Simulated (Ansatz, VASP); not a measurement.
Given: the input of a run of VASP 6.6.1 on CaO.

Contents of INCAR:

```
SYSTEM = CaO
ALGO = Normal ; EDIFF = 1E-6
ENCUT = 520 ; GGA = PE
ISIF = 2 ; ISMEAR = 0
LASPH = .True. ; LCHARG = .True.
LELF = .True. ; LREAL = .False.
LVHAR = .True. ; LWAVE = .False.
NBANDS = 15 ; NELM = 100
PREC = Accurate ; SIGMA = 0.028999999999999998
```

Contents of KPOINTS:

```
k-points
0
Gamma
  10 10 10
  0 0 0
```

The input POSCAR:

```
CaO
1.0
    0.0000000000      2.4035556960      2.4035556960
    2.4035556960      0.0000000000      2.4035556960
    2.4035556960      2.4035556960      0.0000000000
Ca O
1 1
Direct
    0.0000000000      0.0000000000      0.0000000000
    0.5000000000      0.5000000000      0.5000000000
```

Potentials or basis: VASP PAW PBE potentials, release 64 (Ca_sv, O).

The run is started by

```bash
$ cat potpaw_PBE.64/Ca_sv/POTCAR potpaw_PBE.64/O/POTCAR > POTCAR
$ mpirun -np 1 vasp_std > vasp.out
```

Problem. Set up the same calculation for Ansatz 0.2.0. Potentials there: all-electron LAPW, scalar-relativistic.

Solution. As run (the cutoff follows the program's own potentials):

File input.yaml:

```yaml
crystal:
  lattice:
    - [0.0, 2.403555696, 2.403555696]
    - [2.403555696, 0.0, 2.403555696]
    - [2.403555696, 2.403555696, 0.0]
  atoms:
    - { symbol: Ca, position: [0.0, 0.0, 0.0] }
    - { symbol: O, position: [0.5, 0.5, 0.5] }
kpoints:
  mp_grid: { grid: [10, 10, 10] }
scf:
  occupations: { method: gaussian, width: 0.029 }
hamiltonian:
  xc: pbe
  pseudopotentials: { kind: all_electron, lapw: { basis_error: 0.001 } }
output:
  forces: true
  stress: true
  eigenvalues: true
```

Potentials or basis: all-electron LAPW, scalar-relativistic.

Command:

```sh
$ ansatz run input.yaml --threads 1 --pin off --max-ram 3072MiB --backend cpu --events-out ev --progress --plain --runs-dir out
```

Both were run:

|  | VASP | Ansatz | Ansatz less VASP |
| --- | --- | --- | --- |
| gap on the k mesh at the Fermi level (eV) | 3.64 | 3.65 | +0.017 |
| least direct gap on the mesh (eV) | 4.01 | 4.03 | +0.016 |
| pressure (GPa) | 2.2 | 1.6 | -0.57 |

Ansatz ran all-electron here, so the differences hold the error of VASP's frozen core and of both bases.

A k mesh can miss the band edges.
